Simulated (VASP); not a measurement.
Runs of VASP 6.6.1 on ZnS (Wurtzite-4H). Symmetry: P6_3mc, No. 186, hexagonal system. The conventional cell has a = 3.823 Å, b = 3.823 Å, c = 12.520 Å, α = 90.00°, β = 90.00°, γ = 120.00°. Zn (site symmetry 3m) is surrounded by 4 S at 2.34 to 2.35 Å. Around Zn (site symmetry 3m) lie 4 S at 2.34 to 2.35 Å. S (site symmetry 3m) has 4 Zn at 2.34 to 2.35 Å as nearest neighbours. S (site symmetry 3m) has 4 Zn at 2.34 to 2.35 Å as nearest neighbours. 

| level | gap on the mesh (eV) | pressure (GPa) | relaxed volume (Å³/atom) |
| --- | --- | --- | --- |
| BEEF-vdW | 2.10 | 0.0 | 20.52 |
| optB88-vdW | 1.99 | 0.0 | (a) |
| vdW-DF-cx | 2.12 | 0.0 | 19.50 |
| optPBE-vdW | 1.99 | 0.0 | 20.47 |
| rev-vdW-DF2 | 2.02 | 0.0 | (b) |

Alike in all rows: task relaxation of cell and atoms; potentials or basis VASP PAW PBE potentials, release 64 (Zn, S); no spin polarisation; cell relaxed; k mesh 8 × 8 × 3; cutoff (eV) 600; smearing fermi-dirac 0.05 eV.

Q: Estimate the missing entries.

A: (a) 20.07; (b) 19.82.

Caveats: the PAW data sets were made with another functional, which shifts forces and pressure a little; an odd mesh through Γ misses points on the zone boundary, where band edges often lie.

Runs at the PBE level aren't shown here.
